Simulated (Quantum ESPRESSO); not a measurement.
# Pd (Fm-3m) in Quantum ESPRESSO: a series of runs, part 2 of 2

Quantum ESPRESSO 7.5.

## 5. Band structure, rPW86PBE+rVV10

pw.in

```
&CONTROL
  calculation = 'scf'
  prefix = 'pwscf'
  outdir = './tmp'
  pseudo_dir = './pseudo'
  tprnfor = .true.
  tstress = .true.
  disk_io = 'low'
/
&SYSTEM
  ibrav = 0
  A = 2.7527667
  nat = 1
  ntyp = 1
  ecutwfc = 70
  nbnd = 15
  input_dft = 'rvv10'
  occupations = 'smearing'
  smearing = 'fd'
  degauss = 0.00367493
/
&ELECTRONS
  conv_thr = 2d-10
  electron_maxstep = 120
  mixing_beta = 0.5
/
ATOMIC_SPECIES
Pd   106.4200 Pd_ONCV_PBE-1.2.upf
CELL_PARAMETERS alat
   0.0000000000    0.7071067810    0.7071067810
   0.7071067810    0.0000000000    0.7071067810
   0.7071067810    0.7071067810    0.0000000000
ATOMIC_POSITIONS alat
Pd     0.0000000000    0.0000000000    0.0000000000
K_POINTS automatic
12 12 12 0 0 0
```

bands.in

```
&CONTROL
  calculation = 'bands'
  prefix = 'pwscf'
  outdir = './tmp'
  pseudo_dir = './pseudo'
  disk_io = 'low'
  verbosity = 'high'
/
&SYSTEM
  ibrav = 0
  A = 2.7527667
  nat = 1
  ntyp = 1
  ecutwfc = 70
  nbnd = 15
  input_dft = 'rvv10'
  occupations = 'smearing'
  smearing = 'fd'
  degauss = 0.00367493
/
&ELECTRONS
  conv_thr = 1d-08
  electron_maxstep = 120
  mixing_beta = 0.5
  diago_full_acc = .true.
  startingwfc = 'random'
/
ATOMIC_SPECIES
Pd   106.4200 Pd_ONCV_PBE-1.2.upf
CELL_PARAMETERS alat
   0.0000000000    0.7071067810    0.7071067810
   0.7071067810    0.0000000000    0.7071067810
   0.7071067810    0.7071067810    0.0000000000
ATOMIC_POSITIONS alat
Pd     0.0000000000    0.0000000000    0.0000000000
K_POINTS crystal
60
 0.0000000000  0.0000000000  0.0000000000 1
 0.0625000000  0.0000000000  0.0625000000 1
 0.1250000000  0.0000000000  0.1250000000 1
 0.1875000000  0.0000000000  0.1875000000 1
 0.2500000000  0.0000000000  0.2500000000 1
 0.3125000000  0.0000000000  0.3125000000 1
 0.3750000000  0.0000000000  0.3750000000 1
 0.4375000000  0.0000000000  0.4375000000 1
 0.5000000000  0.0000000000  0.5000000000 1
 0.5000000000  0.0625000000  0.5625000000 1
 0.5000000000  0.1250000000  0.6250000000 1
 0.5000000000  0.1875000000  0.6875000000 1
 0.5000000000  0.2500000000  0.7500000000 1
 0.4375000000  0.3125000000  0.7500000000 1
 0.3750000000  0.3750000000  0.7500000000 1
 0.3375000000  0.3375000000  0.6750000000 1
 0.3000000000  0.3000000000  0.6000000000 1
 0.2625000000  0.2625000000  0.5250000000 1
 0.2250000000  0.2250000000  0.4500000000 1
 0.1875000000  0.1875000000  0.3750000000 1
 0.1500000000  0.1500000000  0.3000000000 1
 0.1125000000  0.1125000000  0.2250000000 1
 0.0750000000  0.0750000000  0.1500000000 1
 0.0375000000  0.0375000000  0.0750000000 1
 0.0000000000  0.0000000000  0.0000000000 1
 0.0625000000  0.0625000000  0.0625000000 1
 0.1250000000  0.1250000000  0.1250000000 1
 0.1875000000  0.1875000000  0.1875000000 1
 0.2500000000  0.2500000000  0.2500000000 1
 0.3125000000  0.3125000000  0.3125000000 1
 0.3750000000  0.3750000000  0.3750000000 1
 0.4375000000  0.4375000000  0.4375000000 1
 0.5000000000  0.5000000000  0.5000000000 1
 0.5250000000  0.4500000000  0.5250000000 1
 0.5500000000  0.4000000000  0.5500000000 1
 0.5750000000  0.3500000000  0.5750000000 1
 0.6000000000  0.3000000000  0.6000000000 1
 0.6250000000  0.2500000000  0.6250000000 1
 0.5833333333  0.2500000000  0.6666666667 1
 0.5416666667  0.2500000000  0.7083333333 1
 0.5000000000  0.2500000000  0.7500000000 1
 0.5000000000  0.2857142857  0.7142857143 1
 0.5000000000  0.3214285714  0.6785714286 1
 0.5000000000  0.3571428571  0.6428571429 1
 0.5000000000  0.3928571429  0.6071428571 1
 0.5000000000  0.4285714286  0.5714285714 1
 0.5000000000  0.4642857143  0.5357142857 1
 0.5000000000  0.5000000000  0.5000000000 1
 0.4821428571  0.4821428571  0.5357142857 1
 0.4642857143  0.4642857143  0.5714285714 1
 0.4464285714  0.4464285714  0.6071428571 1
 0.4285714286  0.4285714286  0.6428571429 1
 0.4107142857  0.4107142857  0.6785714286 1
 0.3928571429  0.3928571429  0.7142857143 1
 0.3750000000  0.3750000000  0.7500000000 1
 0.6250000000  0.2500000000  0.6250000000 1
 0.5937500000  0.1875000000  0.5937500000 1
 0.5625000000  0.1250000000  0.5625000000 1
 0.5312500000  0.0625000000  0.5312500000 1
 0.5000000000  0.0000000000  0.5000000000 1
```

Potentials or basis: SG15 PBE 1.2.

Run with:

```
$ OMP_NUM_THREADS=1 pw.x -in pw.in > pw.out
$ OMP_NUM_THREADS=1 pw.x -in bands.in > bands.out
```

pw.out:

```text
This program is part of the open-source Quantum ESPRESSO suite
     for quantum simulation of materials; please cite
         "P. Giannozzi et al., J. Phys.:Condens. Matter 21 395502 (2009);
         "P. Giannozzi et al., J. Phys.:Condens. Matter 29 465901 (2017);
         "P. Giannozzi et al., J. Chem. Phys. 152 154105 (2020);
     in publications or presentations arising from this work. More details at

     IMPORTANT: XC functional enforced from input :
     Exchange-correlation= RVV10
                           (   1   4  13   4  26   0   0)
     Any further DFT definition will be discarded
     Please, verify this is what you really want

     Message from routine setup:
     using ibrav=0 with symmetry is DISCOURAGED, use correct ibrav instead

     G-vector sticks info
     --------------------
     sticks:   dense  smooth     PW     G-vecs:    dense   smooth      PW
     Sum         511     511    163                 7799     7799    1459

     Using Slab Decomposition

     bravais-lattice index     =            0
     lattice parameter (alat)  =       5.2020  a.u.
     unit-cell volume          =      99.5382 (a.u.)^3
     number of atoms/cell      =            1
     number of atomic types    =            1
     number of electrons       =        18.00
     number of Kohn-Sham states=           15
     kinetic-energy cutoff     =      70.0000  Ry
     charge density cutoff     =     280.0000  Ry
     scf convergence threshold =      2.0E-10
     mixing beta               =       0.5000
     number of iterations used =            8  plain     mixing
     Exchange-correlation= RVV10
                           (   1   4  13   4  26   0   0)

     celldm(1)=   5.201975  celldm(2)=   0.000000  celldm(3)=   0.000000
     celldm(4)=   0.000000  celldm(5)=   0.000000  celldm(6)=   0.000000

     crystal axes: (cart. coord. in units of alat)
               a(1) = (   0.000000   0.707107   0.707107 )
               a(2) = (   0.707107   0.000000   0.707107 )
               a(3) = (   0.707107   0.707107   0.000000 )

     reciprocal axes: (cart. coord. in units 2 pi/alat)
               b(1) = ( -0.707107  0.707107  0.707107 )
               b(2) = (  0.707107 -0.707107  0.707107 )
               b(3) = (  0.707107  0.707107 -0.707107 )

     PseudoPot. # 1 for Pd read from file:
     Pd_ONCV_PBE-1.2.upf
     Pseudo is Norm-conserving, Zval = 18.0
     Generated using ONCVPSP code by D. R. Hamann
     Using radial grid of  602 points,  6 beta functions with:
                l(1) =   0
                l(2) =   0
                l(3) =   1
                l(4) =   1
                l(5) =   2
                l(6) =   2

     atomic species   valence    mass     pseudopotential
     Pd               18.00   106.42000     Pd( 1.00)

     48 Sym. Ops., with inversion, found

   Cartesian axes

     site n.     atom                  positions (alat units)
         1        Pd     tau(   1) = (   0.0000000   0.0000000   0.0000000  )

     number of k points=    72  Fermi-Dirac smearing, width (Ry)=  0.0037
                       cart. coord. in units 2pi/alat
        k(    1) = (   0.0000000   0.0000000   0.0000000), wk =   0.0011574
        k(    2) = (   0.0589256   0.0589256  -0.0589256), wk =   0.0092593
        k(    3) = (   0.1178511   0.1178511  -0.1178511), wk =   0.0092593
        k(    4) = (   0.1767767   0.1767767  -0.1767767), wk =   0.0092593
        k(    5) = (   0.2357023   0.2357023  -0.2357023), wk =   0.0092593
        k(    6) = (   0.2946278   0.2946278  -0.2946278), wk =   0.0092593
[... 64 lines left out ...]
        k(   71) = (  -0.7071068   0.2357023   0.0000000), wk =   0.0138889
        k(   72) = (  -0.7071068   0.3535534   0.0000000), wk =   0.0069444

     Dense  grid:     7799 G-vectors     FFT dimensions: (  27,  27,  27)

     Initial potential from superposition of free atoms

     starting charge      17.9553, renormalised to      18.0000

Carrying out rVV10 run using the following parameters:
Nqs =      20    Nr_points =    1024   r_max =   100.000
b_value =  6.30000    beta =  0.00901
     q_mesh =  0.00010000  0.00030000  0.00058939  0.00100810
               0.00161396  0.00249058  0.00375900  0.00559430
               0.00824984  0.01209221  0.01765183  0.02569619
               0.03733578  0.05417739  0.07854596  0.11380545
               0.16482331  0.23864234  0.34545298  0.50000000

Gradients computed in Reciprocal space

     Starting wfcs are random

     Self-consistent Calculation

     iteration #  1     ecut=    70.00 Ry     beta= 0.50
     Davidson diagonalization with overlap
     ethr =  1.00E-02,  avg # of iterations =  7.3

     Threshold (ethr) on eigenvalues was too large:
     Diagonalizing with lowered threshold

     Davidson diagonalization with overlap
     ethr =  5.51E-05,  avg # of iterations =  3.6

     total energy              =    -253.53524625 Ry
     estimated scf accuracy    <       0.01093463 Ry
[... 43 lines left out ...]
     iteration #  8     ecut=    70.00 Ry     beta= 0.50
     Davidson diagonalization with overlap
     ethr =  1.51E-11,  avg # of iterations =  2.0

     End of self-consistent calculation

          k = 0.0000 0.0000 0.0000 (   941 PWs)   bands (ev):

   -64.0125 -29.5453 -29.5453 -29.5453  13.0967  17.2990  17.2990  17.2990
    18.8952  18.8952  37.7113  42.4067  42.4067  42.4067  47.5934

          k = 0.0589 0.0589-0.0589 (   950 PWs)   bands (ev):
[... 121 lines left out ...]
   -63.9686 -29.8171 -29.6605 -29.5862  15.7442  16.8992  17.3885  17.9868
    18.6983  20.9939  33.2509  36.1108  40.5183  44.1683  44.3491

          k = 0.0000-0.2357 0.2357 (   975 PWs)   bands (ev):

   -63.9810 -29.7470 -29.6274 -29.5703  15.2735  16.6700  17.5820  18.0721
    18.2936  19.9427  35.9824  36.8563  42.2305  42.5893  45.6956

          k = 0.3536 0.0000 0.0000 (   982 PWs)   bands (ev):

   -63.9765 -29.7430 -29.6221 -29.6221  15.2591  16.0752  18.3509  18.5767
    18.5767  19.4545  38.3828  38.3828  38.6407  40.0322  43.7900

          k = 0.4125 0.0589-0.0589 (   991 PWs)   bands (ev):
[... 21 lines left out ...]
   -63.9506 -29.8613 -29.7508 -29.6246  16.0408  16.7327  17.3364  18.3040
    19.3878  24.2231  29.9099  33.1234  39.7402  39.9975  47.5659

          k = 0.0000-0.3536 0.3536 (   983 PWs)   bands (ev):

   -63.9584 -29.8386 -29.7193 -29.6042  16.2994  16.7038  17.1080  18.2485
    18.8536  22.4851  32.8558  33.1097  40.0018  42.1224  45.5643

          k = 0.4714 0.0000-0.0000 (  1002 PWs)   bands (ev):
[... 31 lines left out ...]
   -63.9417 -29.9183 -29.7072 -29.6920  14.9181  15.1879  19.8345  19.8769
    20.3169  23.8321  31.4215  32.7843  34.0159  41.5985  42.9095

          k = 0.0000-0.5893 0.5893 (   985 PWs)   bands (ev):

   -63.9408 -29.9011 -29.7425 -29.6837  15.1180  15.4921  19.0370  19.5995
    20.2000  25.6511  30.3657  31.1516  34.7896  41.2386  45.4924

          k =-0.7071 0.0000 0.0000 (   982 PWs)   bands (ev):

   -63.9405 -29.9317 -29.6983 -29.6983  14.7747  15.0539  20.0622  20.4039
    20.4039  23.6141  30.9348  33.5233  33.5233  41.7926  41.8010

          k = 0.2357 0.1179 0.0000 (   964 PWs)   bands (ev):

   -63.9909 -29.6823 -29.5954 -29.5705  14.5954  16.6934  17.7111  17.8973
    18.4708  19.2774  37.9222  38.2396  41.4375  42.5286  46.6581

          k = 0.2946 0.1768-0.0589 (   975 PWs)   bands (ev):
[... 16 lines left out ...]
   -63.9538 -29.9280 -29.6574 -29.6196  15.3461  16.8839  17.6786  18.4661
    20.0154  23.5380  27.4704  36.9797  38.5687  40.8611  47.5699

          k = 0.3536 0.1179 0.0000 (   987 PWs)   bands (ev):

   -63.9741 -29.7664 -29.6352 -29.6093  15.4959  16.1801  17.6469  18.5705
    18.9233  19.8702  36.4109  37.0572  39.5320  41.3928  45.3452

          k = 0.4125 0.1768-0.0589 (   989 PWs)   bands (ev):
[... 21 lines left out ...]
   -63.9572 -29.8532 -29.7060 -29.6143  16.0614  16.8137  17.0014  18.3575
    19.2331  22.5390  31.5571  34.5679  38.6047  42.8959  45.4877

          k = 0.0000-0.2357 0.3536 (   984 PWs)   bands (ev):

   -63.9675 -29.8081 -29.6708 -29.5963  16.0364  16.4439  17.1699  18.5383
    18.6078  21.0436  34.3869  35.1189  39.8038  43.4653  45.0281

          k = 0.4714 0.1179-0.0000 (  1004 PWs)   bands (ev):
[... 36 lines left out ...]
   -63.9416 -29.8597 -29.7854 -29.6757  15.5458  16.0602  17.9207  19.0860
    20.1010  27.5477  28.5503  31.0231  34.9396  42.0143  48.7096

          k =-0.7071 0.1179-0.0000 (   986 PWs)   bands (ev):

   -63.9405 -29.9162 -29.7141 -29.6991  14.9859  15.2497  19.4862  19.8074
    20.4044  24.7614  30.8673  32.8848  32.9408  42.3528  43.2718

          k =-0.2357-0.4714 0.7071 (   983 PWs)   bands (ev):
[... 21 lines left out ...]
   -63.9416 -29.8474 -29.7854 -29.6884  15.8096  16.2906  17.3153  18.9109
    20.2540  27.4037  29.2212  31.7651  32.9760  44.2043  47.0224

          k = 0.0000-0.3536 0.5893 (   996 PWs)   bands (ev):

   -63.9428 -29.8304 -29.8029 -29.6770  16.0089  16.6894  16.7935  18.8008
    20.0894  26.8452  29.7274  31.2583  34.0301  44.3430  46.2442

          k =-0.7071 0.2357 0.0000 (   982 PWs)   bands (ev):

   -63.9404 -29.8739 -29.7572 -29.7006  15.4994  15.8309  18.0407  19.1976
    20.4055  26.8687  30.7074  31.2631  32.1275  43.8755  46.5379

          k =-0.7071 0.3536 0.0000 (   992 PWs)   bands (ev):

   -63.9404 -29.8157 -29.8157 -29.7014  15.8366  16.7768  16.7768  18.8079
    20.4060  29.1393  29.1393  30.6108  31.8349  46.1483  46.1483

     the Fermi energy is    20.0999 ev

!    total energy              =    -253.53705430 Ry
     estimated scf accuracy    <          1.8E-11 Ry
     smearing contrib. (-TS)   =      -0.00143858 Ry
     internal energy E=F+TS    =    -253.53561572 Ry

     The total energy is F=E-TS. E is the sum of the following terms:
     one-electron contribution =     -76.09479997 Ry
     hartree contribution      =      49.51049166 Ry
     xc contribution           =     -25.02727300 Ry
     ewald contribution        =    -201.92403442 Ry

     convergence has been achieved in   8 iterations

     Forces acting on atoms (cartesian axes, Ry/au):

     atom    1 type  1   force =     0.00000000    0.00000000    0.00000000

     Total force =     0.000000     Total SCF correction =     0.000000

     Computing stress (Cartesian axis) and pressure

          total   stress  (Ry/bohr**3)                   (kbar)     P=      116.67
   0.00079311   0.00000000  -0.00000000          116.67        0.00       -0.00
   0.00000000   0.00079311   0.00000000            0.00      116.67        0.00
  -0.00000000   0.00000000   0.00079311           -0.00        0.00      116.67

=------------------------------------------------------------------------------=
   JOB DONE.
=------------------------------------------------------------------------------=
```

Wall time 31 s (1 thread of Arm Neoverse V1, shared host); peak memory 0.09 GiB.

Results:

| Property | Result |
| --- | --- |
| Free energy | -3449.5474 eV |
| Pressure | 11.7 GPa |
| Band gap on the k mesh | none (metal or under the smearing width) |

Levels at the corners of the path, in eV from the Fermi level:
| point | band 5 | band 6 | band 7 | band 8 | band 9 | band 10 | band 11 | band 12 | band 13 | band 14 |
| --- | --- | --- | --- | --- | --- | --- | --- | --- | --- | --- |
| Γ | -7.00 | -2.80 | -2.80 | -2.80 | -1.20 | -1.20 | 17.61 | 22.31 | 22.31 | 22.31 |
| X | -5.33 | -5.05 | -0.04 | 0.30 | 0.30 | 3.51 | 10.83 | 13.42 | 13.42 | 21.69 |
| W | -4.26 | -3.32 | -3.32 | -1.29 | 0.31 | 9.04 | 9.04 | 10.51 | 11.74 | 26.05 |
| K | -4.67 | -4.09 | -1.92 | -0.93 | -0.14 | 7.24 | 8.23 | 10.93 | 16.11 | 20.58 |
| Γ | -7.00 | -2.80 | -2.80 | -2.80 | -1.20 | -1.20 | 17.61 | 22.31 | 22.31 | 22.31 |
| L | -5.22 | -2.85 | -2.85 | -0.01 | -0.01 | 1.18 | 7.37 | 16.93 | 21.39 | 21.39 |
| U | -4.67 | -4.09 | -1.92 | -0.93 | -0.14 | 7.24 | 8.23 | 10.93 | 16.11 | 20.58 |
| W | -4.26 | -3.32 | -3.32 | -1.29 | 0.31 | 9.04 | 9.04 | 10.51 | 11.74 | 26.05 |
| L | -5.22 | -2.85 | -2.85 | -0.01 | -0.01 | 1.18 | 7.37 | 16.93 | 21.39 | 21.39 |
| K | -4.67 | -4.09 | -1.92 | -0.93 | -0.14 | 7.24 | 8.23 | 10.93 | 16.11 | 20.58 |
| U | -4.67 | -4.09 | -1.92 | -0.93 | -0.14 | 7.24 | 8.23 | 10.93 | 16.11 | 20.58 |
| X | -5.33 | -5.05 | -0.04 | 0.30 | 0.30 | 3.51 | 10.83 | 13.42 | 13.42 | 21.69 |

Caveat: the potentials were made for another functional, which shifts forces and pressure; pairwise dispersion overbinds metals, which lowers pressure and volume.

## 6. Overview

| level | k mesh | symmetry | SCF threshold | rVV10 parameter b | gap on the mesh (eV) | pressure (GPa) |
| --- | --- | --- | --- | --- | --- | --- |
| SCAN | 9 × 9 × 9 | off | 1e-08 Ry | - | none | -0.7 |
| optB88-vdW | 12 × 12 × 12 | - | 2e-10 Ry | - | none | 6.3 |
| WC | 12 × 12 × 12 | - | 2e-10 Ry | - | none | -1.7 |
| rPW86PBE+rVV10 | 12 × 12 × 12 | - | 2e-10 Ry | 6.3 | none | 11.7 |

Alike in all rows: task band structure; potentials or basis SG15 PBE 1.2; no spin polarisation; cell as given; cutoff (eV) 952; smearing fermi-dirac 0.05 eV.

Every run on the cell as given and a fine mesh finds a metal. The pressure there spans -1.7 GPa (WC) to 11.7 GPa (rPW86PBE+rVV10); a positive pressure means that this level wants a larger cell, a negative one a smaller.

Caveats: the potentials were made for another functional, which shifts forces and pressure; pairwise dispersion overbinds metals, which lowers pressure and volume (some runs).

Absolute energies hang on the potentials; compare differences alone.
